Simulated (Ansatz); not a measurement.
In$_{3}$Sb: do energies and stresses tell the same story?

Computed with DFT r2SCAN, scalar-relativistic, plane waves, PAW in Ansatz 0.2.0.

Settings: cutoff 500 eV, Γ-centred mesh 10×10×10 on the computed 4-atom cell, Gaussian smearing of 0.10 eV; no spin polarisation.

Relaxed cell: Pm-3m, a = 4.786 Å, b = 4.786 Å, c = 4.786 Å, α = 90.00°, β = 90.00°, γ = 90.00°, 4 atoms in the primitive cell. Whether it is the stable form of this composition wasn't checked.

Energies at zero smearing and pressures from the stress tensor, at volumes with shape and atoms relaxed:
```
V (Å³/atom) E − E(first) (meV/atom) P (GPa)
     25.768                     0.00     2.83
     26.591                   -10.60     1.28
     27.413                   -13.79    -0.03
     28.235                   -10.71    -1.14
     29.058                    -2.49    -2.05
```

Question: Check P = −dE/dV between neighbouring volumes, and get the bulk modulus from the pressures alone.

Answer: With 1 eV/Å³ = 160.2 GPa:
| middle V (Å³/atom) | −ΔE/ΔV (GPa) | mean P (GPa) |
| --- | --- | --- |
| 26.179 | 2.064 | 2.058 |
| 27.002 | 0.622 | 0.624 |
| 27.824 | -0.600 | -0.586 |
| 28.647 | -1.602 | -1.594 |

The two differ by 0.01 GPa at most. The mean of two end pressures misses the average over a step by about ΔV² P″/12, up to 0.02 GPa here; with that taken off 0.03 GPa remains. The stress is the derivative of the free energy, not of the energy at zero smearing, and with free energies 0.00 GPa remains. Around V = 27.413 Å³/atom, the two neighbours give B = −V ΔP/ΔV = 27.413 × 2.42 / 1.645 = 40.3 GPa, against B0 = 40.4 GPa from the Birch–Murnaghan fit of the energies.